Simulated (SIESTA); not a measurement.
# CoO (R-3m) in SIESTA: reference runs, part 2 of 2

SIESTA 5.4.2.

## Step 6: Single point, PBEsol, collinear spin, ferromagnetic start, 9.39 Å³/atom

CoO.fdf

```
SystemName                      CoO
SystemLabel                     CoO
NumberOfSpecies                 2
NumberOfAtoms                   2
%block ChemicalSpeciesLabel
  1  27 Co
  2   8 O
%endblock ChemicalSpeciesLabel

LatticeConstant                 1.0 Ang
%block LatticeVectors
     1.4953654176     0.8633496264     2.4235510644
    -1.4953654176     0.8633496264     2.4235510644
     0.0000000000    -1.7266992528     2.4235510644
%endblock LatticeVectors
AtomicCoordinatesFormat         Fractional
%block AtomicCoordinatesAndAtomicSpecies
     0.0000000000     0.0000000000     0.0000000000  1  Co
     0.5000000000     0.5000000000     0.5000000000  2  O
%endblock AtomicCoordinatesAndAtomicSpecies

%block kgrid.MonkhorstPack
   11   0   0  0.0
    0  11   0  0.0
    0   0  11  0.0
%endblock kgrid.MonkhorstPack
XC.Functional                   GGA
XC.Authors                      PBEsol
PAO.BasisSize                   DZP
PAO.EnergyShift                 0.003 Ry
Mesh.Cutoff                     800 Ry
Spin                            polarized
%block DM.InitSpin
    1   2.000
    2   0.000
%endblock DM.InitSpin
OccupationFunction              FD
ElectronicTemperature           0.05 eV
MaxSCFIterations                200
SCF.MustConverge                false
SCF.Mixer.Method                Pulay
SCF.Mixer.Weight                0.1
SCF.Mixer.History               10
SCF.DM.Tolerance                5.0e-05
SCF.H.Tolerance                 1.0e-03 eV
WriteForces                     true
Charge.Mulliken                 end
%block PAO.Basis
  Co 5
  n=3 0 2
    2.527 0.000
  n=4 0 2
    7.312 0.000
  n=3 1 2
    2.827 0.000
  n=4 1 1
    7.312
  n=3 2 2
    4.649 0.000
%endblock PAO.Basis
```

Potentials or basis: PseudoDojo 0.4 standard (PBEsol files), DZP (energy shift 0.003 Ry; two zetas on semicore shells).

Run with:

```
$ siesta < CoO.fdf > CoO.out 2>&1
```

Run time: 2.2 min. Hardware: 1 thread of Intel Xeon Platinum 8488C (Sapphire Rapids), shared host; peak memory 0.28 GiB.

The run converged. Its results:

```
Free energy            : -4605.5447 eV
Pressure               : -4.8 GPa
Band gap on the k mesh : none (metal or under the smearing width)
Net moment             : 2.92 μB per cell
Site moments           : Co +2.56; O +0.36 μB
```

Caveat: short orbitals over semicore shells can move pressures by several GPa; the basis of atomic orbitals isn't converged, which shifts pressures, moduli and gaps; a cell with one magnetic atom can't hold antiferromagnetic order, which such compounds often take; semilocal functionals often make such compounds metallic where correlation or magnetic order opens a gap, which also shifts bond lengths.

## Step 7: Single point, PBEsol, collinear spin, ferromagnetic start, 9.77 Å³/atom

Changes to CoO.fdf since step 6:

```diff
@@ -11,5 +11,5 @@
 %block LatticeVectors
-     1.4953654176     0.8633496264     2.4235510644
-    -1.4953654176     0.8633496264     2.4235510644
-     0.0000000000    -1.7266992528     2.4235510644
+     1.5154398320     0.8749395950     2.4560858334
+    -1.5154398320     0.8749395950     2.4560858334
+     0.0000000000    -1.7498791900     2.4560858334
 %endblock LatticeVectors
```

Run with:

```
$ siesta < CoO.fdf > CoO.out 2>&1
```

Run time: 2 min. Hardware: 1 thread of Intel Xeon Platinum 8488C (Sapphire Rapids), shared host; peak memory 0.28 GiB.

Results (log left out):

| Item | Value |
| --- | --- |
| Free energy | -4605.5061 eV |
| Pressure | -11.4 GPa |
| Band gap on the k mesh | none (metal or under the smearing width) |
| Net moment | 2.98 μB per cell |
| Site moments | Co +2.61; O +0.38 μB |

Caveat: short orbitals over semicore shells can move pressures by several GPa; the basis of atomic orbitals isn't converged, which shifts pressures, moduli and gaps; a cell with one magnetic atom can't hold antiferromagnetic order, which such compounds often take; semilocal functionals often make such compounds metallic where correlation or magnetic order opens a gap, which also shifts bond lengths.

## Step 8: Single point, PBEsol, collinear spin, ferromagnetic start, 9.96 Å³/atom

Changes to CoO.fdf since step 7:

```diff
@@ -11,5 +11,5 @@
 %block LatticeVectors
-     1.5154398320     0.8749395950     2.4560858334
-    -1.5154398320     0.8749395950     2.4560858334
-     0.0000000000    -1.7498791900     2.4560858334
+     1.5252806262     0.8806211801     2.4720348897
+    -1.5252806262     0.8806211801     2.4720348897
+     0.0000000000    -1.7612423603     2.4720348897
 %endblock LatticeVectors
```

Run with:

```
$ siesta < CoO.fdf > CoO.out 2>&1
```

It took 2.2 min on 1 thread of Intel Xeon Platinum 8488C (Sapphire Rapids), shared host; peak memory 0.27 GiB.

The run converged. Its results:

```yaml
Free_energy: -4605.4753 eV
Pressure: -14.3 GPa
Band_gap_on_the_k_mesh: none (metal or under the smearing width)
Net_moment: 2.99 μB per cell
Site_moments: Co +2.62; O +0.37 μB
```

Caveat: short orbitals over semicore shells can move pressures by several GPa; the basis of atomic orbitals isn't converged, which shifts pressures, moduli and gaps; a cell with one magnetic atom can't hold antiferromagnetic order, which such compounds often take; semilocal functionals often make such compounds metallic where correlation or magnetic order opens a gap, which also shifts bond lengths.

## Step 9: Single point, PBEsol, collinear spin, ferromagnetic start, 10.15 Å³/atom

Changes to CoO.fdf since step 8:

```diff
@@ -11,5 +11,5 @@
 %block LatticeVectors
-     1.5252806262     0.8806211801     2.4720348897
-    -1.5252806262     0.8806211801     2.4720348897
-     0.0000000000    -1.7612423603     2.4720348897
+     1.5349960513     0.8862303835     2.4877807593
+    -1.5349960513     0.8862303835     2.4877807593
+     0.0000000000    -1.7724607669     2.4877807593
 %endblock LatticeVectors
```

Potentials or basis: PseudoDojo 0.4 standard (PBEsol files), DZP (energy shift 0.003 Ry; two zetas on semicore shells).

Run with:

```
$ siesta CoO.fdf > CoO.out 2>&1
```

It took 2 min on 1 thread of Intel Xeon Platinum 8488C (Sapphire Rapids), shared host; peak memory 0.27 GiB.

The run converged. Its results:

```
Free energy            : -4605.4382 eV
Pressure               : -16.7 GPa
Band gap on the k mesh : none (metal or under the smearing width)
Net moment             : 3.00 μB per cell
Site moments           : Co +2.63; O +0.37 μB
```

Caveat: short orbitals over semicore shells can move pressures by several GPa; the basis of atomic orbitals isn't converged, which shifts pressures, moduli and gaps; a cell with one magnetic atom can't hold antiferromagnetic order, which such compounds often take; semilocal functionals often make such compounds metallic where correlation or magnetic order opens a gap, which also shifts bond lengths.

## Step 10: Equation of state, PBEsol, collinear spin, ferromagnetic start

No new run: the results of the series are fitted here.

What came out:

```yaml
Equilibrium_volume: "9.13 Å³/atom (rough: see the caveat)"
Bulk_modulus_at_fixed_shape_and_positions: 179 GPa (rough)
```

Energy against volume, from the lowest point:
```csv
volume (Å³/atom),energy (meV/atom)
9.003,0.80
9.195,0.00
9.387,3.75
9.578,11.36
9.770,23.03
9.961,38.45
10.153,56.99
```

Caveat: the fit is doubtful: noisy points or a state that changes with volume; short orbitals over semicore shells can move pressures by several GPa; the cell was scaled at fixed shape and fractional positions, which overstates the stiffness of a crystal with free parameters, most of all of layers and chains; the basis of atomic orbitals isn't converged, which shifts pressures, moduli and gaps.

## Step 11: The runs side by side

```tsv
task	cell	gap on the mesh (eV)	pressure (GPa)	moment (μB)
single point	as given	none	-8.1	2.96
single point	atoms moved at random, drawn with an rms of 0.05 Å	none	-7.7	2.97
equation of state	as given	-	-	-
```

Alike in all rows: level PBEsol; potentials or basis PseudoDojo 0.4 standard (PBEsol files), DZP (energy shift 0.003 Ry; two zetas on semicore shells); spin collinear, ferromagnetic start; k mesh 11 × 11 × 11; smearing fermi-dirac 0.05 eV; grid cutoff 800 Ry; energy shift 0.003 Ry.

Caveats: short orbitals over semicore shells can move pressures by several GPa; the basis of atomic orbitals isn't converged, which shifts pressures, moduli and gaps; a cell with one magnetic atom can't hold antiferromagnetic order, which such compounds often take (some runs); semilocal functionals often make such compounds metallic where correlation or magnetic order opens a gap, which also shifts bond lengths (some runs); the fit is doubtful: noisy points or a state that changes with volume (some runs); the cell was scaled at fixed shape and fractional positions, which overstates the stiffness of a crystal with free parameters, most of all of layers and chains (some runs).

Total energies depend on the potentials used, so only differences within one code and one set of settings carry meaning.
